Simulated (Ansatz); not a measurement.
A relaxation computed with Ansatz, from input to last step.

```yaml
crystal:
  lattice:
    - [2.9617491809, 0.0, 0.0]
    - [-1.4808745905, 2.5649500303, 0.0]
    - [0.0, 0.0, 4.6905690417]
  atoms:
    - { symbol: Ag, position: [0.3333333333, 0.6666666667, 0.25] }
    - { symbol: Ag, position: [0.6666666667, 0.3333333333, 0.75] }
basis:
  ecutwfc: 500
kpoints:
  mp_grid: { grid: [24, 24, 12] }
hamiltonian:
  xc: r2scan
scf:
  occupations: { method: gaussian, width: 0.1 }
output:
  forces: true
  stress: true
  eigenvalues: true
relax:
  adjacent_minimum: "off"
  f_tol: 0.008
  max_steps: 40
  cell: { stress_tol: 0.015, fix: [a, b, gamma] }
```

```bash
ansatz run input.yaml --threads 1 --pin off --max-ram 2560MiB --backend cpu --events-out ev --progress --plain --runs-dir out
```

Theory: Ansatz, DFT r2SCAN, scalar-relativistic, plane waves, PAW.

Of 4 frames 3 are shown, positions in Å and forces in eV/Å; the SCF threshold varies from step to step. Steps run on the plane waves of an earlier cell, with a Pulay correction in the pressure. The basis is chosen afresh for the last frame, the zero of the energies, and at times for earlier ones too; energy and pressure step there, also at an unchanged geometry.

```xyz
2
Lattice="2.9617 0.0000 0.0000 -1.4809 2.5650 0.0000 0.0000 0.0000 4.6906" Properties=species:S:1:pos:R:3:forces:R:3 pbc="T T T" step=1 free_energy_over_end_meV_per_atom=0.08 pressure_GPa=-2.56
Ag    0.0000    1.7100    1.1726    0.0000    0.0000    0.0000
Ag    1.4809    0.8550    3.5179    0.0000    0.0000    0.0000
2
Lattice="2.9617 0.0000 0.0000 -1.4809 2.5650 0.0000 0.0000 0.0000 4.6724" Properties=species:S:1:pos:R:3:forces:R:3 pbc="T T T" step=2 free_energy_over_end_meV_per_atom=-0.03 pressure_GPa=-2.18
Ag    0.0000    1.7100    1.1681    0.0000    0.0000    0.0000
Ag    1.4809    0.8550    3.5043    0.0000    0.0000    0.0000
2
Lattice="2.9617 0.0000 0.0000 -1.4809 2.5650 0.0000 0.0000 0.0000 4.6767" Properties=species:S:1:pos:R:3:forces:R:3 pbc="T T T" step=4 free_energy_over_end_meV_per_atom=0.00 pressure_GPa=-2.27
Ag    0.0000    1.7100    1.1692    0.0000    0.0000    0.0000
Ag    1.4809    0.8550    3.5075    0.0000    0.0000    0.0000
```

The run took 2 min on 1 thread of Intel(R) Xeon(R) Platinum 8488C (Sapphire Rapids) (shared host), peak memory 0.72 GiB.